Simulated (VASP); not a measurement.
# TiAl₃, relaxation of the atoms: which settings are enough?

TiAl₃, P1 (no. 1), 8 atoms in the cell. PBE, relaxation of the atoms; PAW potentials Ti_sv, Al (PBE set). VASP 6.6.1.

Wanted: energy within 1 meV/atom; two shortest distances of each atom within 0.01 Å.

POSCAR:
```
TiAl3
1.0
   -1.9111067700      1.9111067700      4.2806687900
    1.9111067700     -1.9111067700      4.2806687900
    3.8222135400      3.8222135400     -8.5613375900
Ti Al
2 6
Direct
    0.0082520000      0.0124150000      0.0096100000
    0.0107080000     -0.0165320000      0.4954260000
    0.2541690000      0.7466940000      0.2494320000
    0.2456250000      0.7632330000      0.7519550000
    0.7338310000      0.2362260000      0.2408810000
    0.7390380000      0.2619650000      0.7548190000
    0.4860890000      0.4893700000     -0.0103860000
    0.5222880000      0.5066280000      0.5082620000
```

The series start from Force threshold EDIFFG (eV/Å): -0.02; Electronic threshold EDIFF (eV): 1e-6; Relaxation method: conjugate gradient, POTIM 0.5; Mixing and least electronic steps: default. Each series keeps the choices made before it, and each single choice may use up half of a tolerance.

## Force threshold EDIFFG (eV/Å)

| Force threshold EDIFFG (eV/Å) | Energy less reference (meV/atom) | Two shortest distances of each atom, largest deviation (Å) | SCF iterations | Time (s) |
|---|---|---|---|---|
| -0.1 | 0.1 | 0.004 | 52 | 51 |
| -0.05 | 0.1 | 0.002 | 58 | 58 |
| -0.03 | 0.0 | 0.001 | 63 | 65 |
| -0.02 | 0.0 | 0.000 | 75 | 96 |
| -0.01 | 0.0 | 0.000 | 75 | 75 |
| -0.005 | 0.0 | 0.000 | 81 | 81 |
| -0.002 (reference) | 0.0 | 0.000 | 88 | 90 |

Chosen: -0.1, the loosest value from which every tighter one stays within half of the tolerance.

## Electronic threshold EDIFF (eV)

| Electronic threshold EDIFF (eV) | Energy less reference (meV/atom) | Two shortest distances of each atom, largest deviation (Å) | SCF iterations | Time (s) |
|---|---|---|---|---|
| 0.001 | 0.0 | 0.000 | 32 | 34 |
| 0.0001 | 0.0 | 0.000 | 40 | 40 |
| 1e-5 | 0.0 | 0.000 | 47 | 48 |
| 1e-6 | 0.0 | 0.000 | 52 | 51 |
| 1e-7 (reference) | 0.0 | 0.000 | 60 | 58 |

Chosen: 0.001.

## Relaxation method

| Relaxation method | Energy less reference (meV/atom) | Two shortest distances of each atom, largest deviation (Å) | SCF iterations | Time (s) |
|---|---|---|---|---|
| conjugate gradient, POTIM 0.5 | 0.0 | 0.000 | 32 | 34 |
| conjugate gradient, POTIM 0.2 | 0.1 | 0.003 | 33 | 35 |
| conjugate gradient, POTIM 1.0 | -0.1 | 0.001 | 31 | 32 |
| quasi-Newton, POTIM 0.5 | 0.0 | 0.001 | 27 | 28 |
| quasi-Newton, POTIM 0.3, 10 steps kept | 0.1 | 0.002 | 27 | 27 |
| quasi-Newton, POTIM 0.5, at least 5 electronic steps | 0.0 | 0.000 | 32 | 33 |
| damped dynamics, POTIM 0.2, SMASS 0.4 | 0.1 | 0.006 | 41 | 47 |
| damped dynamics, POTIM 0.4, SMASS 0.8 | 0.1 | 0.004 | 29 | 31 |
| velocity quench, POTIM 0.1 | 0.2 | 0.002 | 26 | 28 |

Chosen: velocity quench, POTIM 0.1; it saves 6.1 s of 34, so conjugate gradient, POTIM 0.5 would do nearly as well.

## Mixing and least electronic steps

| Mixing and least electronic steps | Energy less reference (meV/atom) | Two shortest distances of each atom, largest deviation (Å) | SCF iterations | Time (s) |
|---|---|---|---|---|
| default | 0.0 | 0.000 | 26 | 28 |
| MAXMIX 40 | 0.0 | 0.001 | 24 | 25 |
| NELMIN 4 | 0.0 | 0.001 | 28 | 28 |
| NELMIN 4, MAXMIX 40 | 0.0 | 0.001 | 28 | 27 |
| ALGO Fast | 0.1 | 0.001 | 33 | 33 |

Chosen: default; no other choice that stays within half of the tolerance saves 30 % of the time.

## All choices together

| Input | Energy less reference (meV/atom) | Two shortest distances of each atom, largest deviation (Å) | Time (s) |
|---|---|---|---|
| program defaults (naive) | 0.0 | 0.001 | 62 |
| chosen settings | 0.3 | 0.004 | 28 |
| reference settings throughout | 0.0 | 0.000 | 103 |

The tolerance is met.

## The input

INCAR:
```
SYSTEM = TiAl3
PREC     = Normal         ! precision mode
ENCUT    = 350            ! plane-wave cutoff, eV
EDIFF    = 0.001          ! SCF threshold, eV
ISMEAR   = 1              ! smearing method
SIGMA    = 0.1            ! smearing width, eV
LREAL    = .False.        ! projectors in reciprocal space
LASPH    = .True.         ! aspherical terms in the spheres
NELM     = 100            ! most SCF steps
ALGO     = Normal         ! electronic algorithm
LWAVE    = .False.        ! write WAVECAR
LCHARG   = .False.        ! write CHGCAR
IBRION   = 3              ! ionic algorithm
NSW      = 150            ! ionic steps
ISIF     = 2              ! what is computed and relaxed
EDIFFG   = -0.1           ! ionic threshold
POTIM    = 0.1            ! step
KPAR     = 8             
```

KPOINTS:
```
k-points
0
Gamma
  7 7 4
```

Commands:
```
cat potpaw_PBE.64/Ti_sv/POTCAR potpaw_PBE.64/Al/POTCAR > POTCAR
mpirun -np 8 vasp_std > vasp.out
```

The naive input happens to agree within the tolerance here, in 62 s.

Limits: the start was distorted on purpose (atoms moved at random), so the space group given is the start's and not the crystal's.

The chosen input took VASP 6.6.1 28 s on 8 cores (AMD EPYC 9R45 (Zen 5)), a shared host.

## An input that fails: ionic step far too long

VASP's message: internal error in: us.F  at line: 1398 internal ERROR SETYLM_AUG: -26 -19 3923 0 -27 0 -20 If you are not a developer, you should not encounter this problem. Please submit a bug report.

Changes against the starting input:
```
- NELM = 100
- IBRION = 2
- NSW = 150
- POTIM = 0.5
+ NELM = 60
+ IBRION = 3
+ NSW = 30
+ POTIM = 5.0
+ SMASS = 0.4
```
